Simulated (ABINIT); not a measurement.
The system is WC (Qusongite).

```
CELL_PARAMETERS angstrom
2.90650 0.00000 0.00000
-1.45325 2.51710 0.00000
0.00000 0.00000 2.83660
ATOMIC_POSITIONS crystal
W 0.00000 0.00000 0.00000
C 0.66667 0.33333 0.50000
```

Base run:

```yaml
Program: ABINIT 10.8.3 (patched build)
Functional: PBE
Potentials_or_basis: JTH PAW PBE v2.0
Cutoff: 626 eV
k_mesh: 10 × 10 × 9
Occupations: fermi-dirac, width 0.05 eV
Spin: no spin polarisation
```

Its results: band gap on the k mesh none (metal or under the smearing width); pressure 6.0 GPa.

Problem. After a change of settings the same cell gave: band gap on the k mesh none (metal or under the smearing width); pressure 3.3 GPa. Which change was it?
A. functional from PBE to BLYP
B. functional from PBE to r2SCAN
C. functional from PBE to AM05
D. functional from PBE to PBEsol

Solution. B.

Caveats: spin-orbit coupling is left out, which moves the levels of the heavy elements; the PAW data sets were made with another functional, which shifts forces and pressure a little (some runs).
